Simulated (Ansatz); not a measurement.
Steps from a short run of molecular dynamics on a 2×2×2 supercell (16 atoms) of CaO (Fm-3m), relaxed with r2SCAN; forces from PBE in Ansatz, 2×2×2 mesh, Fermi-Dirac smearing of 0.112 eV, Langevin thermostat and barostat (NPT), set at 1300 K. Spin polarisation is off, nuclei are classical, and the run is far too short for thermal averages.

Q: At 4 fs the positions in Å are
```
cell (Å): 0.000 4.795 4.795; 4.795 0.000 4.795; 4.795 4.795 0.000
Ca   0.002  -0.023   0.004
O    2.415   2.396   2.438
Ca   2.388   2.385  -0.017
O    4.787   4.800   2.390
Ca   2.382   0.025   2.357
O    4.804   2.437   4.825
Ca   4.800   2.395   2.409
O    7.176   4.825   4.755
Ca  -0.011   2.410   2.406
O    2.318   4.767   4.752
Ca   2.396   4.785   2.405
O    4.791   7.122   4.824
Ca   2.403   2.423   4.805
O    4.854   4.816   7.203
Ca   4.815   4.776   4.759
O    7.171   7.218   7.204
```
What are the forces, and how far does the free energy (smearing included) lie above that of step 0, with the atoms on their sites?

A: 6.8 meV an atom; forces in eV/Å:
```
cell (Å), as above: 0.000 4.795 4.795; 4.795 0.000 4.795; 4.795 4.795 0.000
Ca  -0.305   0.139  -0.106
O   -0.118   0.022  -0.319
Ca   0.046   0.159   0.107
O    0.033   0.026  -0.054
Ca   0.163  -0.032   0.330
O   -0.030  -0.256  -0.038
Ca  -0.033  -0.132  -0.075
O    0.167  -0.265   0.122
Ca   0.099  -0.002   0.014
O    0.425   0.242   0.274
Ca  -0.057   0.069  -0.250
O   -0.146   0.425  -0.164
Ca  -0.092  -0.385  -0.045
O   -0.432  -0.201  -0.062
Ca   0.050   0.211   0.261
O    0.231  -0.021   0.006
```

Q: At 16 fs the positions in Å are
```
cell (Å): 0.000 4.800 4.800; 4.800 0.000 4.800; 4.800 4.800 0.000
Ca   0.000  -0.064   0.027
O    2.432   2.380   2.509
Ca   2.387   2.358  -0.040
O    4.809   4.872   2.307
Ca   2.367   0.114   2.241
O    4.786   2.528   4.896
Ca   4.826   2.380   2.434
O    7.120   4.911   4.599
Ca  -0.031   2.447   2.401
O    2.152   4.703   4.637
Ca   2.359   4.749   2.413
O    4.794   6.933   4.949
Ca   2.449   2.471   4.836
O    4.990   4.852   7.213
Ca   4.878   4.722   4.673
O    7.118   7.276   7.241
```
What are the forces, and how far does the free energy (smearing included) lie above that of step 0, with the atoms on their sites?

A: 82.8 meV an atom; forces in eV/Å:
```
cell (Å), as above: 0.000 4.800 4.800; 4.800 0.000 4.800; 4.800 4.800 0.000
Ca  -1.203   0.246  -0.537
O   -0.183   0.379  -0.937
Ca   0.123   0.409  -0.052
O   -0.176  -0.209   0.150
Ca   0.319  -0.469   1.104
O    0.206  -1.022  -0.168
Ca  -0.090  -0.304  -0.290
O    0.834  -0.912   0.621
Ca   0.153  -0.105   0.335
O    1.406   0.826   0.970
Ca   0.424   0.357  -0.724
O   -0.664   1.628  -0.734
Ca  -0.648  -1.242  -0.123
O   -1.508  -0.566  -0.056
Ca   0.189   1.024   0.442
O    0.819  -0.042  -0.001
```

Q: At 20 fs the positions in Å are
```
cell (Å): 0.000 4.804 4.804; 4.804 0.000 4.804; 4.804 4.804 0.000
Ca  -0.020  -0.065   0.037
O    2.448   2.374   2.510
Ca   2.391   2.353  -0.041
O    4.830   4.896   2.282
Ca   2.375   0.140   2.215
O    4.788   2.542   4.918
Ca   4.854   2.369   2.453
O    7.125   4.926   4.569
Ca  -0.036   2.457   2.388
O    2.136   4.694   4.623
Ca   2.338   4.741   2.406
O    4.803   6.871   4.985
Ca   2.453   2.472   4.841
O    5.018   4.854   7.223
Ca   4.898   4.706   4.652
O    7.120   7.292   7.244
```
What are the forces, and how far does the free energy (smearing included) lie above that of step 0, with the atoms on their sites?

A: 106.9 meV an atom; forces in eV/Å:
```
cell (Å), as above: 0.000 4.804 4.804; 4.804 0.000 4.804; 4.804 4.804 0.000
Ca  -1.059   0.205  -0.650
O   -0.216   0.537  -0.962
Ca   0.239   0.344  -0.107
O   -0.267  -0.291   0.273
Ca   0.321  -0.640   1.148
O    0.245  -1.224  -0.264
Ca  -0.254  -0.276  -0.469
O    0.954  -1.019   0.726
Ca   0.138  -0.175   0.502
O    1.371   0.878   1.020
Ca   0.790   0.377  -0.650
O   -0.772   2.010  -0.796
Ca  -0.756  -1.245  -0.153
O   -1.783  -0.614  -0.023
Ca   0.123   1.206   0.361
O    0.925  -0.073   0.044
```

Q: At 24 fs the positions in Å are
```
cell (Å): 0.000 4.809 4.809; 4.809 0.000 4.809; 4.809 4.809 0.000
Ca  -0.044  -0.069   0.042
O    2.469   2.368   2.512
Ca   2.391   2.354  -0.041
O    4.846   4.918   2.261
Ca   2.386   0.164   2.203
O    4.793   2.546   4.929
Ca   4.887   2.351   2.463
O    7.153   4.930   4.553
Ca  -0.039   2.467   2.370
O    2.138   4.690   4.619
Ca   2.317   4.732   2.394
O    4.818   6.820   5.018
Ca   2.452   2.465   4.846
O    5.040   4.848   7.236
Ca   4.914   4.698   4.627
O    7.125   7.293   7.251
```
What are the forces, and how far does the free energy (smearing included) lie above that of step 0, with the atoms on their sites?

A: 124.2 meV an atom; forces in eV/Å:
```
cell (Å), as above: 0.000 4.809 4.809; 4.809 0.000 4.809; 4.809 4.809 0.000
Ca  -0.744   0.186  -0.707
O   -0.285   0.668  -0.974
Ca   0.360   0.210  -0.167
O   -0.269  -0.346   0.397
Ca   0.297  -0.847   1.065
O    0.280  -1.289  -0.320
Ca  -0.460  -0.194  -0.549
O    0.871  -1.085   0.782
Ca   0.081  -0.260   0.633
O    1.234   0.875   1.011
Ca   1.219   0.385  -0.474
O   -0.828   2.293  -0.847
Ca  -0.770  -1.113  -0.179
O   -2.067  -0.640  -0.009
Ca   0.051   1.207   0.271
O    1.030  -0.052   0.066
```

Q: At 32 fs the positions in Å are
```
cell (Å): 0.000 4.822 4.822; 4.822 0.000 4.822; 4.822 4.822 0.000
Ca  -0.085  -0.086   0.044
O    2.524   2.389   2.497
Ca   2.399   2.348  -0.043
O    4.889   4.957   2.249
Ca   2.406   0.197   2.200
O    4.808   2.530   4.935
Ca   4.951   2.320   2.476
O    7.229   4.902   4.557
Ca  -0.042   2.498   2.358
O    2.172   4.701   4.619
Ca   2.285   4.731   2.373
O    4.821   6.790   5.053
Ca   2.448   2.433   4.859
O    5.003   4.830   7.276
Ca   4.955   4.710   4.583
O    7.144   7.274   7.289
```
What are the forces, and how far does the free energy (smearing included) lie above that of step 0, with the atoms on their sites?

A: 122.3 meV an atom; forces in eV/Å:
```
cell (Å), as above: 0.000 4.822 4.822; 4.822 0.000 4.822; 4.822 4.822 0.000
Ca  -0.067   0.231  -0.603
O   -0.513   0.610  -0.764
Ca   0.448   0.006  -0.144
O   -0.267  -0.389   0.472
Ca   0.351  -1.045   0.786
O    0.269  -0.997  -0.319
Ca  -0.981  -0.020  -0.533
O    0.414  -0.867   0.817
Ca  -0.068  -0.507   0.562
O    0.846   0.641   0.949
Ca   1.409   0.346  -0.097
O   -0.555   2.365  -0.868
Ca  -0.550  -0.578  -0.287
O   -1.648  -0.563  -0.059
Ca  -0.257   0.773   0.247
O    1.169  -0.004  -0.158
```

Q: At 56 fs the positions in Å are
```
cell (Å): 0.000 4.871 4.871; 4.871 0.000 4.871; 4.871 4.871 0.000
Ca  -0.141  -0.149   0.037
O    2.538   2.481   2.270
Ca   2.457   2.372  -0.012
O    4.863   5.023   2.363
Ca   2.473   0.160   2.327
O    4.852   2.371   4.910
Ca   4.983   2.291   2.465
O    7.354   4.692   4.625
Ca  -0.121   2.545   2.361
O    2.329   4.892   4.846
Ca   2.313   4.736   2.300
O    4.865   7.097   5.111
Ca   2.442   2.344   4.950
O    4.778   4.801   7.228
Ca   5.094   4.795   4.660
O    7.308   7.247   7.404
```
What are the forces, and how far does the free energy (smearing included) lie above that of step 0, with the atoms on their sites?

A: 94.3 meV an atom; forces in eV/Å:
```
cell (Å), as above: 0.000 4.871 4.871; 4.871 0.000 4.871; 4.871 4.871 0.000
Ca   1.462   0.481   0.160
O   -0.480  -0.017   1.050
Ca   0.031  -1.048  -0.341
O   -0.071  -0.606   0.127
Ca  -0.354  -0.594  -0.699
O   -0.332   0.202  -0.275
Ca  -0.618   0.371   0.168
O   -0.286   0.977   1.047
Ca   0.229  -1.206   0.056
O   -0.028  -0.923  -0.344
Ca   0.869   0.427   1.403
O    0.690   0.642  -1.258
Ca   0.073   1.067  -0.427
O    0.784   0.147   0.232
Ca  -1.913   0.186   0.220
O   -0.057  -0.107  -1.119
```
